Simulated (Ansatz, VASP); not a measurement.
## Two plane-wave programs on GdN

POSCAR

```
GdN
1.0
    0.0000000000      2.4994985700      2.4994985700
    2.4994985700      0.0000000000      2.4994985700
    2.4994985700      2.4994985700      0.0000000000
Gd N
1 1
Direct
    0.5000000000      0.5000000000      0.5000000000
    0.0000000000      0.0000000000      0.0000000000
```

The input INCAR.step1:

```
SYSTEM = GdN
PREC = Accurate
ENCUT = 520
ISMEAR = 0
SIGMA = 0.05
LREAL = .False.
LASPH = .True.
NELM = 150
ISPIN = 2
MAGMOM = 7 0
LMAXMIX = 6
LDAU = .True.
LDAUTYPE = 2
LDAUL = 3 -1
LDAUU = 3 0
LDAUJ = 0 0
NBANDS = 22
GGA = PE
ALGO = Normal
EDIFF = 1E-4
LWAVE = .True.
LCHARG = .False.
```

The input INCAR.step2:

```
SYSTEM = GdN
PREC = Accurate
ENCUT = 520
EDIFF = 1E-7
ISMEAR = 0
SIGMA = 0.05
LREAL = .False.
LASPH = .True.
NELM = 150
ALGO = Normal
ISIF = 2
LWAVE = .False.
LCHARG = .False.
ISPIN = 2
MAGMOM = 7 0
LORBIT = 11
LMAXMIX = 6
LDAU = .True.
LDAUTYPE = 2
LDAUL = 3 -1
LDAUU = 3 0
LDAUJ = 0 0
LDAUPRINT = 1
METAGGA = R2SCAN
LMIXTAU = .True.
NBANDS = 22
ISTART = 1
```

KPOINTS

```
regular mesh
0
Gamma
  7 7 7
  0 0 0
```

Input for Ansatz:

```yaml
crystal:
  lattice:
    - [0.0, 2.49949857, 2.49949857]
    - [2.49949857, 0.0, 2.49949857]
    - [2.49949857, 2.49949857, 0.0]
  atoms:
    - { symbol: Gd, position: [0.5, 0.5, 0.5], spin: 7.0 }
    - { symbol: "N", position: [0.0, 0.0, 0.0] }
basis:
  ecutwfc: 500
  ecutrho_ratio: 4
kpoints:
  mp_grid: { grid: [7, 7, 7] }
hamiltonian:
  xc: r2scan
  hubbard: { sites: [{ site: 0, l: f, u_eff: 3.0 }] }
scf:
  occupations: { method: gaussian, width: 0.05 }
  lower_state_search: "off"
  max_iter: 150
output:
  forces: true
  stress: true
  eigenvalues: true
  populations: true
  hubbard: { sites: [{ site: 0, l: f }] }
magnetization:
  spin_polarized: true
```

Alike in both runs: task single point; functional r2SCAN; k mesh 7 × 7 × 7; occupations gaussian, width 0.05 eV; collinear spin; Hubbard terms Gd f U = 3.0 eV.

|  | VASP | Ansatz |
| --- | --- | --- |
| version | VASP 6.6.1 | Ansatz 0.2.0 |
| potentials or method | VASP PAW PBE potentials, release 64 (Gd, N) | scalar-relativistic, plane waves, PAW |
| plane-wave cutoff (eV) | 520 | 500 |
| valence electrons in the cell | 23 | 23 |

Ansatz gave:

```
gap on the k mesh at the Fermi level (eV)                     : none
pressure (GPa)                                                : -1.4
net moment per atom (μB)                                      : 3.50
size of the moment on the site where the two differ most (μB) : 6.96
```

Task: Estimate VASP's values.

Result: gap on the k mesh at the Fermi level (eV): none; pressure (GPa): -1.3; net moment per atom (μB): 3.50; size of the moment on the site where the two differ most (μB): 6.82.

Site moments also hang on the region over which each program counts them. The programs project onto different local orbitals, so the same U acts differently. A gap of «none» marks a metal or a gap that the smearing closes. Ansatz warned: «filled_band_counts_differ_across_k_points».

Caveats: the PAW data sets were made with another functional, which shifts forces and pressure a little (VASP); spin-orbit coupling is left out, which moves the levels of the heavy elements; a cell with one magnetic atom can't hold antiferromagnetic order, which such compounds often take. The state reached can hang on the start; a lower one may exist.
